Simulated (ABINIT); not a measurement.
Runs of ABINIT 10.8.3 (patched build) on Si. The structure is hexagonal, space group P6_3/mmc (No. 194). The conventional cell has a = 3.831 Å, b = 3.831 Å, c = 6.333 Å, α = 90.00°, β = 90.00°, γ = 120.00°. Si (site symmetry 3m) has 4 Si at 2.35 to 2.37 Å as nearest neighbours. This isn't the form of Si at room conditions, which is diamond.

```csv
task,level,potentials or basis,cell,cutoff (eV),smearing,most SCF steps,cutoff smearing ecutsm (Ha),optimiser,force threshold (eV/Å),fine-grid cutoff,gap on the mesh (eV),pressure (GPa),relaxed volume (Å³/atom),largest force (eV/Å)
single point,PBE0,PseudoDojo NC SR PBE v0.4.1 standard,as given,381,fixed,60,-,-,-,-,1.62,-0.2,-,0.01
relaxation of cell and atoms,PBE,JTH PAW PBE v2.0,relaxed,408,fermi-dirac 0.05 eV,-,0.5,BFGS,0.02,816.342 eV,(c),0.0,20.42,0.01
relaxation of cell and atoms,PBE+D3,JTH PAW PBE v2.0,relaxed,408,fermi-dirac 0.05 eV,-,0.5,BFGS,0.02,816.342 eV,0.45,0.0,(a),-
relaxation of cell and atoms,PBE+D4,JTH PAW PBE v2.0,relaxed,408,fermi-dirac 0.05 eV,-,0.5,BFGS,0.02,816.342 eV,(b),0.0,19.86,0.01
relaxation of cell and atoms,PBE+D3(BJ),JTH PAW PBE v2.0,relaxed,408,fermi-dirac 0.05 eV,-,0.5,BFGS,0.02,816.342 eV,0.41,0.0,19.88,0.01
```

Alike in all rows: no spin polarisation; k mesh 8 × 8 × 4.

Q: Estimate the missing entries.

A: (a) 20.26; (b) 0.40; (c) 0.46.

Caveats: the potentials were made for another functional, which shifts forces and pressure (some runs).

A k mesh can miss the band edges.
